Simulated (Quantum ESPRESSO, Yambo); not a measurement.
# Excitons of AlN (F-43m): kernels and approximations, part 4 of 4

Aim: follow the lowest exciton of AlN (F-43m) as the mesh is refined.

Quantum ESPRESSO 7.5 and Yambo 5.3.0; PBE and many-body steps on it, plane waves. Known limits of the many-body steps: not at the basis limit; coarse k mesh; bindings not settled in the k mesh.

So far. Step 16 (Triplet (no exchange term)): The lowest triplet lies at 5.118 eV; without spin-orbit coupling triplets are dark, so no spectrum is read. Step 17 (Empty states on the mesh, 10×10×10 mesh, 12 bands): On this mesh the gap is 3.325 eV.

### Step 19. k mesh (10×10×10)

This step: Bethe-Salpeter equation on PBE with a scissors shift, plane waves, norm-conserving pseudopotentials.

File bse12.in:

```
optics
bss
bse
em1s
dipoles
rim_cut
RandQpts= 1000000
RandGvec= 1 RL
Chimod= "HARTREE"
BSKmod= "SEX"
BSEmod= "resonant"
BSSmod= "d"
BSENGexx= 20 Ry
BSENGBlk= 4 Ry
% BSEQptR
 1 | 1 |
%
% BSEBands
 2 | 5 |
%
% BEnRange
 0 | 8 | eV
%
% BDmRange
 0.1 | 0.1 | eV
%
BEnSteps= 161
% BLongDir
 1 | 0 | 0 |
%
% BndsRnXs
 1 | 12 |
%
NGsBlkXs= 4 Ry
% LongDrXs
 1 | 1 | 1 |
%
% KfnQP_E
 1.326 | 1.0 | 1.0 |
%
WRbsWF
FFTGvecs= 32 Ry
```

Run with:

```sh
$ OMP_NUM_THREADS=1 mpirun -n 8 yambo -F bse12.in -J bse12 -C bse12 > bse12.log
```

What it wrote:

```text
 Yambo, version 5.3.0

 [02] CORE Variables Setup
 =========================

  [... cell, symmetries and grids as in the set-up ...]

  [02.05] Energies & Occupations
  ==============================

  [X] === General ===
  [X] Electronic Temperature                        :  0.000000  0.000000 [eV K]
  [X] Bosonic    Temperature                        :  0.000000  0.000000 [eV K]
  [X] Finite Temperature mode                       : no
  [X] El. density                                   :  0.38398E+24 [cm-3]
[...]
==========================================================

   [BSE] Exchange components :  229
   [BSE] Correlation components :   27  229

    [08.01.05.01] Screened interaction header I/O
    =============================================

    [08.01.05.02] Main kernel loop
    ==============================

    [08.01.05.03] Wave-Function Phases
    ==================================

    [BSE] WF phases found       :  61.83511 [o/o]

   [08.01.06] BSE solver(s) @q1
   ============================

   [SLK-Digonalization]  Pools        :  2
   [SLK-Digonalization]  BLACS grid   :  2  2

   [08.01.07] Diago Solver @q1
   ===========================

 [11] Game Over & Game summary
```

Elapsed: 83 s, on 8 MPI ranks of Intel Xeon at 2.60GHz (Ice Lake), shared host; peak memory 4.8 GiB; 11 min of CPU time.

Numbers from this step:

```yaml
transitions_in_the_window: 3000
direct_gap_of_the_transition_levels: 5.518 eV
lowest_state: 5.204 eV
first_strong_exciton_over_a_fiftieth_of_the_strongest_listed: 5.204 eV
binding_of_the_lowest_state_below_the_direct_gap: 0.3141 eV
coulomb_term_of_one_mesh_cell: 0.3436 eV
```

The binding is 0.91 times the screened Coulomb term of one mesh cell (0.34 eV), so it is not shown settled.

The lowest state lies at 5.204 eV, 0.314 eV under the direct gap.

### Step 20. Triplet (no exchange term)

bse13.in, as its differences from bse12.in of step 19:

```diff
@@ -12,3 +12,3 @@
 BSSmod= "d"
-BSENGexx= 20 Ry
+BSENGexx= 1 RL
 BSENGBlk= 4 Ry
```

Run with:

```sh
$ OMP_NUM_THREADS=1 mpirun -n 8 yambo -F bse13.in -J bse13,bse12_W -C bse13 > bse13.log
```

What it wrote:

```text
 Yambo, version 5.3.0

 [02] CORE Variables Setup
 =========================

  [... cell, symmetries and grids as in the set-up ...]

  [02.05] Energies & Occupations
  ==============================

  [X] === General ===
  [X] Electronic Temperature                        :  0.000000  0.000000 [eV K]
  [X] Bosonic    Temperature                        :  0.000000  0.000000 [eV K]
  [X] Finite Temperature mode                       : no
  [X] El. density                                   :  0.38398E+24 [cm-3]
[...]
=========================================

  [WARNING] [r,Vnl^pseudo] included in position and velocity dipoles.

  [WARNING] In case H contains other non local terms, these are neglected

 [07] Static Dielectric Matrix
 =============================

    [08.01.05.02] Main kernel loop
    ==============================

    [08.01.05.03] Wave-Function Phases
    ==================================

    [BSE] WF phases found       :  61.83511 [o/o]

   [08.01.06] BSE solver(s) @q1
   ============================

   [SLK-Digonalization]  Pools        :  2
   [SLK-Digonalization]  BLACS grid   :  2  2

   [08.01.07] Diago Solver @q1
   ===========================

 [11] Game Over & Game summary
```

The job ended after 78 s (8 MPI ranks; peak memory 4.9 GiB).

The lowest triplet lies at 5.192 eV; without spin-orbit coupling triplets are dark, so no spectrum is read.

### Step 21. Empty states on the mesh, 12×12×12 mesh, 12 bands

This step: Quantum ESPRESSO 7.5; DFT, PBE, plane waves, norm-conserving pseudopotentials.

File pw.in:

```
&control
  calculation = 'nscf'
  prefix = 'x'
  outdir = 'o'
  pseudo_dir = 'pseudo'
/
&system
  ibrav = 0
  nat = 2
  ntyp = 2
  ecutwfc = 72.0
  nbnd = 12
  force_symmorphic = .true.
/
&electrons
  conv_thr = 1e-9
  electron_maxstep = 80
  diago_full_acc = .true.
  diago_thr_init = 5e-6
/
ATOMIC_SPECIES
  Al 26.982 Al.upf
  N 14.007 N.upf
CELL_PARAMETERS angstrom
  -0.0000000000 2.1839935596 2.1839935596
  2.1839935596 -0.0000000000 2.1839935596
  2.1839935596 2.1839935596 -0.0000000000
ATOMIC_POSITIONS crystal
  Al 0.0000000000 0.0000000000 0.0000000000
  N 0.7500000000 0.7500000000 0.7500000000
K_POINTS automatic
  12 12 12 0 0 0
```

Run with:

```sh
$ OMP_NUM_THREADS=1 mpirun -n 8 pw.x -nk 4 -in pw.in > pw.out
```

What it wrote:

```text
[banner, memory and clock lines left out]
Program PWSCF v.7.5 starts

     Atomic positions and unit cell read from directory:
     o/x.save/

     Message from routine setup:
     using ibrav=0 with symmetry is DISCOURAGED, use correct ibrav instead

     bravais-lattice index     =            0
     lattice parameter (alat)  =       5.8367  a.u.
     unit-cell volume          =     140.5985 (a.u.)^3
     number of atoms/cell      =            2
     number of atomic types    =            2
     number of electrons       =         8.00
[...]
-8.0106   6.9565   6.9565   6.9565  11.1486  19.5460  19.5460  19.5460
    24.7019  24.7019  26.0437  26.0437

          k = 0.0589 0.0589-0.0589 (  1441 PWs)   bands (ev):

    -7.9085   6.3683   6.9203   6.9203  11.6328  19.2640  19.6454  19.6454
    23.6571  23.6571  25.4351  27.4837

          k = 0.1179 0.1179-0.1179 (  1432 PWs)   bands (ev):

    -7.6130   5.1062   6.8245   6.8245  12.5676  18.6233  19.7060  19.7060
    22.8851  22.8851  24.6199  29.5880

          k = 0.1768 0.1768-0.1768 (  1447 PWs)   bands (ev):

     [... further k-points ...]

     highest occupied, lowest unoccupied level (ev):     6.9565   10.2814

     XML data file, pseudopotentials, collected wavefunctions
```

Run time: 1.7 s. Hardware: 8 MPI ranks; peak memory 0.05 GiB; 12 s of CPU time.

Numbers from this step:

- gap: 3.325 eV
- k of the valence top: 0, 0, 0
- k of the conduction bottom: 0, -0.5, -0.5
- least direct gap: 4.192 eV
- k points computed: 72
- lowest point of the top converged band, above the valence top: 19.09 eV

On this mesh the gap is 3.325 eV.

### Step 22. Conversion and set-up

This step: Yambo 5.3.0; conversion and set-up on PBE, plane waves, norm-conserving pseudopotentials.

Run with:

```sh
$ (cd o/x.save; p2y > p2y.log; mv SAVE ../..); yambo > setup.log
```

What it wrote:

```text
 Yambo, version 5.3.0

 [02] CORE Variables Setup
 =========================

  [02.01] Unit cells
  ==================

  Cell kind             :  FCC
  Atoms in the cell     :  Al  N
  number of Al atoms    :  1
  number of N  atoms    :  1

  List of atomic masses
  Mass of Al    :  26.98200
  Mass of N     :  14.00700

  List of atomic coordinates    : [cc]
  Al1       :  0.000000  0.000000  0.000000  order 1
  N1       :  6.190725  6.190725  6.190725  order 2

  Alat factors          :  4.127150  4.127150  4.127150 [a.u.]
  Direct lattice volume :  140.5985 [a.u.]
[...]
Q [ 2]         [rlu]: -0.31473E-18 -0.31473E-18  0.83333E-01
 Q [ 3]         [rlu]:  0.37242E-17  0.37242E-17  0.16667
[...]
Q [ 8]         [rlu]: -0.57119E-18  0.83333E-01  0.83333E-01
 Q [ 9]         [rlu]: -0.31473E-18  0.83333E-01  0.16667
 Q [10]         [rlu]:  0.37242E-17  0.83333E-01  0.25000
     [... 38 further rows ...]
 Q [49]         [rlu]:  0.083333  0.250000  0.333333
 Q [50]         [rlu]:  0.083333  0.250000  0.416667

 Remaining 22 points informations can be written running with -fatlog

  [03.01] X indexes
  =================

   [03.01.01] Sigma indexes
   ========================

 [06] Game Over & Game summary
```

The job ended after 3.4 s (1 MPI rank; peak memory 0.25 GiB).

### Step 23. k mesh (12×12×12)

This step: Bethe-Salpeter equation on PBE with a scissors shift, plane waves, norm-conserving pseudopotentials.

bse15.in, as its differences from bse13.in of step 20:

```diff
@@ -12,3 +12,3 @@
 BSSmod= "d"
-BSENGexx= 1 RL
+BSENGexx= 20 Ry
 BSENGBlk= 4 Ry
```

Run with:

```sh
$ OMP_NUM_THREADS=1 mpirun -n 8 yambo -F bse15.in -J bse15 -C bse15 > bse15.log
```

What it wrote:

```text
 Yambo, version 5.3.0

 [02] CORE Variables Setup
 =========================

  [... cell, symmetries and grids as in the set-up ...]

  [02.05] Energies & Occupations
  ==============================

  [X] === General ===
  [X] Electronic Temperature                        :  0.000000  0.000000 [eV K]
  [X] Bosonic    Temperature                        :  0.000000  0.000000 [eV K]
  [X] Finite Temperature mode                       : no
  [X] El. density                                   :  0.38398E+24 [cm-3]
[...]
==========================================================

   [BSE] Exchange components :  229
   [BSE] Correlation components :   27  229

    [08.01.05.01] Screened interaction header I/O
    =============================================

    [08.01.05.02] Main kernel loop
    ==============================

    [08.01.05.03] Wave-Function Phases
    ==================================

    [BSE] WF phases found       :  66.29051 [o/o]

   [08.01.06] BSE solver(s) @q1
   ============================

   [SLK-Digonalization]  Pools        :  2
   [SLK-Digonalization]  BLACS grid   :  2  2

   [08.01.07] Diago Solver @q1
   ===========================

 [11] Game Over & Game summary
```

Wall time 7 min (8 MPI ranks); peak memory 10 GiB.

Numbers from this step:

* transitions in the window: 5184
* direct gap of the transition levels: 5.518 eV
* lowest state: 5.251 eV
* first strong exciton (over a fiftieth of the strongest listed): 5.251 eV
* binding of the lowest state below the direct gap: 0.2675 eV
* Coulomb term of one mesh cell: 0.2864 eV

The binding is 0.93 times the screened Coulomb term of one mesh cell (0.29 eV), so it is not shown settled.

The lowest state lies at 5.251 eV, 0.268 eV under the direct gap.

The ε₂ has structure finer than the step of the table below, so its rows give means over 0.25 eV, whole bins alone (the curve runs from 0 to 8 eV). Peaks (eV: height): BSE 5.700: 5.73, 6.350: 10.5, 6.800: 9.07, 7.200: 7.09, 7.600: 8.71; no electron-hole interaction 6.750: 3.24, 7.550: 5.63.

Field along x; broadening 0.1 eV; transition window only. Limits: finite bands, cutoff and mesh; exciton not shown settled in the k mesh. Table of ε₂ by photon energy; means over each step:

```csv
photon energy (eV),BSE,no electron-hole interaction
0.25,0.0169,0.0117
0.50,0.0183,0.0125
0.75,0.0198,0.0134
1.00,0.0215,0.0143
1.25,0.0235,0.0154
1.50,0.0258,0.0166
1.75,0.0285,0.0179
2.00,0.0316,0.0194
2.25,0.0352,0.0212
2.50,0.0396,0.0232
2.75,0.0449,0.0255
3.00,0.0514,0.0281
3.25,0.0596,0.0313
3.50,0.0701,0.0351
3.75,0.0840,0.0397
4.00,0.103,0.0454
4.25,0.131,0.0528
4.50,0.176,0.0625
4.75,0.263,0.0763
5.00,0.547,0.0988
5.25,1.54,0.155
5.50,2.22,0.349
5.75,4.31,0.377
6.00,5.28,1.10
6.25,8.80,1.22
6.50,7.40,1.63
6.75,8.23,2.78
7.00,7.03,3.06
7.25,6.25,4.38
7.50,7.33,4.88
7.75,5.76,4.25
```

### Step 24. Triplet (no exchange term)

bse16.in, as its differences from bse15.in of step 23:

```diff
@@ -12,3 +12,3 @@
 BSSmod= "d"
-BSENGexx= 20 Ry
+BSENGexx= 1 RL
 BSENGBlk= 4 Ry
```

Run with:

```sh
$ OMP_NUM_THREADS=1 mpirun -n 8 yambo -F bse16.in -J bse16,bse15_W -C bse16 > bse16.log
```

What it wrote:

```text
 Yambo, version 5.3.0

 [02] CORE Variables Setup
 =========================

  [... cell, symmetries and grids as in the set-up ...]

  [02.05] Energies & Occupations
  ==============================

  [X] === General ===
  [X] Electronic Temperature                        :  0.000000  0.000000 [eV K]
  [X] Bosonic    Temperature                        :  0.000000  0.000000 [eV K]
  [X] Finite Temperature mode                       : no
  [X] El. density                                   :  0.38398E+24 [cm-3]
[...]
=========================================

  [WARNING] [r,Vnl^pseudo] included in position and velocity dipoles.

  [WARNING] In case H contains other non local terms, these are neglected

 [07] Static Dielectric Matrix
 =============================

    [08.01.05.02] Main kernel loop
    ==============================

    [08.01.05.03] Wave-Function Phases
    ==================================

    [BSE] WF phases found       :  66.29051 [o/o]

   [08.01.06] BSE solver(s) @q1
   ============================

   [SLK-Digonalization]  Pools        :  2
   [SLK-Digonalization]  BLACS grid   :  2  2

   [08.01.07] Diago Solver @q1
   ===========================

 [11] Game Over & Game summary
```

Elapsed: 6.7 min, on 8 MPI ranks; peak memory 10 GiB; 53 min of CPU time.

The lowest triplet lies at 5.240 eV; without spin-orbit coupling triplets are dark, so no spectrum is read.

### Step 25. Spectrum in a wider window

File bse17.in:

```
optics
bss
bse
em1s
dipoles
rim_cut
RandQpts= 1000000
RandGvec= 1 RL
Chimod= "HARTREE"
BSKmod= "SEX"
BSEmod= "resonant"
BSSmod= "h"
BSENGexx= 20 Ry
BSENGBlk= 4 Ry
% BSEQptR
 1 | 1 |
%
% BSEBands
 2 | 8 |
%
% BEnRange
 0 | 11 | eV
%
% BDmRange
 0.1 | 0.1 | eV
%
BEnSteps= 111
% BLongDir
 1 | 0 | 0 |
%
% BndsRnXs
 1 | 12 |
%
NGsBlkXs= 4 Ry
% LongDrXs
 1 | 1 | 1 |
%
% KfnQP_E
 1.326 | 1.0 | 1.0 |
%
BSHayTrs= -0.02
FFTGvecs= 32 Ry
```

Run with:

```sh
$ OMP_NUM_THREADS=1 mpirun -n 8 yambo -F bse17.in -J bse17,bse15_W -C bse17 > bse17.log
```

What it wrote:

```text
 Yambo, version 5.3.0

 [02] CORE Variables Setup
 =========================

  [... cell, symmetries and grids as in the set-up ...]

  [02.05] Energies & Occupations
  ==============================

  [X] === General ===
  [X] Electronic Temperature                        :  0.000000  0.000000 [eV K]
  [X] Bosonic    Temperature                        :  0.000000  0.000000 [eV K]
  [X] Finite Temperature mode                       : no
  [X] El. density                                   :  0.38398E+24 [cm-3]
[...]
============================

   [08.01.07] Haydock Solver in the optics basis @q1 using the hermitian scheme
   ============================================================================

   Accuracy (requested)      : -0.020000 [o/o]

   [WARNING] [EPS_extend] Possible inaccuracy in the EPS prolungation

   [WARNING] [EPS_extend] Possible inaccuracy in the EPS prolungation

   [WARNING] [EPS_extend] Possible inaccuracy in the EPS prolungation

[...]
[WARNING] [EPS_extend] Possible inaccuracy in the EPS prolungation

   [WARNING] [EPS_extend] Possible inaccuracy in the EPS prolungation
   Iterations                :  168

 [11] Game Over & Game summary
```

Run time: 3.5 min. Hardware: 8 MPI ranks; peak memory 6.2 GiB.

This step gave:

| Quantity | Value |
| --- | --- |
| transitions in the window | 20736 |
| direct gap of the transition levels | 5.518 eV |

The ε₂ has structure finer than the step of the table below, so its rows give means over 0.5 eV, whole bins alone (the curve runs from 0 to 11 eV). Peaks (eV: height): BSE 5.70: 7.14, 6.30: 12.2, 6.80: 11.0, 7.20: 9.15, 7.60: 10.7, 8.40: 7.69, 10.30: 7.56; no electron-hole interaction 7.50: 5.33, 8.30: 8.10, 9.30: 8.24, 10.90: 5.19.

Field along x; broadening 0.1 eV; transition window only. Limits: finite bands, cutoff and mesh; exciton not shown settled in the k mesh. The ε₂ by photon energy; means over each step:

```csv
photon energy (eV),BSE,no electron-hole interaction
0.5,0.0274,0.0174
1.0,0.0319,0.0196
1.5,0.0377,0.0224
2.0,0.0455,0.0258
2.5,0.0563,0.0301
3.0,0.0720,0.0358
3.5,0.0965,0.0437
4.0,0.140,0.0551
4.5,0.238,0.0737
5.0,0.887,0.115
5.5,3.44,0.316
6.0,7.04,0.954
6.5,9.95,1.85
7.0,8.94,3.35
7.5,8.58,4.60
8.0,6.42,5.95
8.5,6.58,7.28
9.0,4.40,7.57
9.5,2.45,6.93
10.0,3.06,3.76
10.5,5.04,3.84
```

The program warns that the window of bands cuts a degenerate level, which breaks the symmetry of states and spectrum.

### Step 26. The runs together

Times are wall times on 8 MPI ranks of Intel Xeon at 2.60GHz (Ice Lake), shared host, good to a factor of about two.

```csv
run,mesh,transitions,broadening (eV),direct gap (eV),lowest state (eV),binding (eV),mesh cell's term (eV),tallest peak (eV),height,time
excitons,4×4×4,192,0.1,5.518,4.879,0.639,0.752,7.15,38.6,3.1 s
triplet (no exchange term),4×4×4,192,0.1,5.518,4.816,0.702,0.752,-,-,1.2 s
k mesh (6×6×6),6×6×6,648,0.1,5.518,5.025,0.493,0.561,6.85,18.0,4.5 s
triplet (no exchange term),6×6×6,648,0.1,5.518,5.000,0.518,0.561,-,-,2.2 s
k mesh (8×8×8),8×8×8,1536,0.1,5.518,5.134,0.384,0.428,6.55,15.5,15 s
triplet (no exchange term),8×8×8,1536,0.1,5.518,5.118,0.400,0.428,-,-,12 s
k mesh (10×10×10),10×10×10,3000,0.1,5.518,5.204,0.314,0.344,7.00,13.0,83 s
triplet (no exchange term),10×10×10,3000,0.1,5.518,5.192,0.326,0.344,-,-,78 s
k mesh (12×12×12),12×12×12,5184,0.1,5.518,5.251,0.268,0.286,6.35,10.5,7 min
triplet (no exchange term),12×12×12,5184,0.1,5.518,5.240,0.278,0.286,-,-,6.7 min
spectrum in a wider window,12×12×12,20736,0.1,5.518,-,-,-,6.30,12.2,3.5 min
```

### Step 27. Outcome

| Property | Result |
| --- | --- |
| excitons | lowest state 4.879 eV (not settled in the k mesh) |
| triplet (no exchange term) | lowest state 4.816 eV (not settled in the k mesh) |
| k mesh (6×6×6) | lowest state 5.025 eV (not settled in the k mesh) |
| triplet (no exchange term) | lowest state 5.000 eV (not settled in the k mesh) |
| k mesh (8×8×8) | lowest state 5.134 eV (not settled in the k mesh) |
| triplet (no exchange term) | lowest state 5.118 eV (not settled in the k mesh) |
| k mesh (10×10×10) | lowest state 5.204 eV (not settled in the k mesh) |
| triplet (no exchange term) | lowest state 5.192 eV (not settled in the k mesh) |
| k mesh (12×12×12) | lowest state 5.251 eV (not settled in the k mesh) |
| triplet (no exchange term) | lowest state 5.240 eV (not settled in the k mesh) |

On the 4×4×4 mesh the lowest exciton lies at 4.879 eV, 0.639 eV below the direct gap; one cell of the mesh carries a screened Coulomb term of 0.75 eV, so this binding is not shown settled. Between the two densest meshes the binding falls by 0.81 of the fall in the mesh cell's term (the screened Coulomb energy of a charge repeated on the supercell that the mesh stands for). The binding is still 0.9 times that term, so the mesh does not resolve the exciton and no limit can be drawn. Triplet (no exchange term), against «excitons (4×4×4)»: the lowest state moves by −0.062 eV (keys changed: BSENGexx). Triplets are dark. k mesh (6×6×6), against «excitons (4×4×4)»: the lowest state moves by +0.147 eV. Triplet (no exchange term), against «k mesh (6×6×6)»: the lowest state moves by −0.026 eV (keys changed: BSENGexx). Triplets are dark. k mesh (8×8×8), against «k mesh (6×6×6)»: the lowest state moves by +0.109 eV. Triplet (no exchange term), against «k mesh (8×8×8)»: the lowest state moves by −0.016 eV (keys changed: BSENGexx). Triplets are dark. k mesh (10×10×10), against «k mesh (8×8×8)»: the lowest state moves by +0.070 eV. Triplet (no exchange term), against «k mesh (10×10×10)»: the lowest state moves by −0.012 eV (keys changed: BSENGexx). Triplets are dark. k mesh (12×12×12), against «k mesh (10×10×10)»: the lowest state moves by +0.047 eV. Triplet (no exchange term), against «k mesh (12×12×12)»: the lowest state moves by −0.010 eV (keys changed: BSENGexx). Triplets are dark. A rigid shift treats all transitions alike. In the G0W0 table the openings from the upper filled bands to the empty bands at the same k run from +1.33 to +1.63 eV (median +1.36), where the shift is +1.33 eV, so peaks stand off by such differences. Lines within a few meV of each other can be one level split by numerical noise, or distinct levels. Screening is static and electronic alone, and only transitions inside the band window count. The 4×4×4 mesh is coarse for this cell, which bears on the long-range parts of exchange and screening.

[Paths, hosts, dates, memory and timing lines, banners, echoed tables and standing remarks are left out of the program output.]

[Logs are printed without paths, hosts, clocks, repeated set-up lines and the standing remarks that a program may print on its own settings, such as how far it seeks lower states.]

[Runs of the session that timed out or met a known fault of the program may be left out.]

[Hosts, paths, dates, database ids (printed as entryN), source tags and the programs' standing remarks are cut or masked in the printed files.]
